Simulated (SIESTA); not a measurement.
Crystal: SiC (Moissanite 6H).

```xyz
12
Lattice="3.0950 0.0000 0.0000 -1.5475 2.6803 0.0000 0.0000 0.0000 15.1700" Properties=species:S:1:pos:R:3 pbc="T T T"
Si    1.5475    0.8934    6.9524
Si    0.0000    1.7869   14.5374
Si    1.5475    0.8934   12.0101
Si    0.0000    1.7869    4.4251
Si    0.0000    0.0000    9.4812
Si    0.0000    0.0000    1.8962
C     1.5475    0.8934    5.0562
C     0.0000    1.7869   12.6412
C     1.5475    0.8934   10.1138
C     0.0000    1.7869    2.5288
C     0.0000    0.0000    7.5850
C     0.0000    0.0000    0.0000
```

Base run:

- Program: SIESTA 5.4.2
- Functional: PBE
- Potentials or basis: PseudoDojo 0.4 standard (PBE files)
- Basis: SZ (energy shift 0.002 Ry)
- Grid cutoff: 500 Ry
- Energy shift: 0.002 Ry
- k mesh: 10 × 10 × 2
- Occupations: fermi-dirac, width 0.05 eV
- Spin: no spin polarisation

Its results: band gap on the k mesh 4.39 eV, indirect (least direct gap 5.95 eV); pressure 22.7 GPa; largest force 0.132 eV/Å.

**Question.** The run is repeated on the same cell with these changes: basis from SZ (energy shift 0.002 Ry) to DZP (energy shift 0.01 Ry); energy shift from 0.002 Ry to 0.01 Ry. What comes out?

**Answer.** Band gap on the k mesh 1.99 eV, indirect (least direct gap 3.08 eV); pressure 1.9 GPa; largest force 0.130 eV/Å.

Caveats: the basis of atomic orbitals isn't converged, which shifts pressures, moduli and gaps; the basis has no polarisation orbitals (some runs); so large a pressure means that the cell lies far from this level's equilibrium, or that cutoff or potentials fall short (some runs).
